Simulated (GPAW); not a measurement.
Write an ASE script for GPAW 26.7.0 that does the following.

| Property | Result |
| --- | --- |
| Task | single point |
| Functional | PBE |
| Potentials or basis | GPAW PAW data sets (gpaw-data 1.2.1) |
| Cutoff | 800 eV |
| Basis | pw |
| k mesh | 9 × 9 × 9 |
| Occupations | gaussian, width 0.023 eV |
| Spin | no spin polarisation |
| Maxiter | 150 |

The system is SrO.

```xyz
2
Lattice="0.0000 2.5663 2.5663 2.5663 0.0000 2.5663 2.5663 2.5663 0.0000" Properties=species:S:1:pos:R:3 pbc="T T T"
Sr    2.5663    2.5663    2.5663
O     0.0000    0.0000    0.0000
```

The input as run:

run.py

```python
from ase import Atoms
from ase.dft.bandgap import bandgap
from ase.io import write
from ase.units import GPa
from gpaw import GPAW, PW

atoms = Atoms(['Sr', 'O'],
              cell=[[0.0, 2.5663, 2.5663],
                    [2.5663, 0.0, 2.5663],
                    [2.5663, 2.5663, 0.0]],
              scaled_positions=[[0.5, 0.5, 0.5],
                                [0.0, 0.0, 0.0]],
              pbc=True)

calc = GPAW(mode=PW(800),
            xc='PBE',
            kpts={'size': (9, 9, 9), 'gamma': True},
            occupations={'name': 'methfessel-paxton', 'order': 0, 'width': 0.023},
            nbands=16,
            convergence={'density': 1e-05, 'energy': 1e-05},
            maxiter=150,
            txt='gpaw.txt')
atoms.calc = calc
energy = atoms.get_potential_energy()
forces = atoms.get_forces()
stress = atoms.get_stress()
calc.write('gs.gpw')
write('result.traj', atoms)
print(f'Energy: {energy:.6f} eV')
print('Forces (eV/A):')
print(forces.round(4))
print('Stress (GPa):', (stress / GPa).round(3))
print('Fermi level:', round(calc.get_fermi_level(), 4), 'eV')
print(f'Gap: {bandgap(calc)[0]:.4f} eV, direct: {bandgap(calc, direct=True)[0]:.4f} eV')
```

Potentials or basis: GPAW PAW data sets (gpaw-data 1.2.1), pw.

Run with:

```bash
$ OMP_NUM_THREADS=1 python run.py
```

It gave:

* Pressure: 3.8 GPa
* Band gap on the k mesh: 3.42 eV, indirect (least direct gap 3.50 eV)

Caveat: an odd mesh through Γ misses points on the zone boundary, where band edges often lie.

Run time: 14 s on 1 thread of Arm Neoverse V2, with other jobs on the host, peak memory 0.16 GiB.
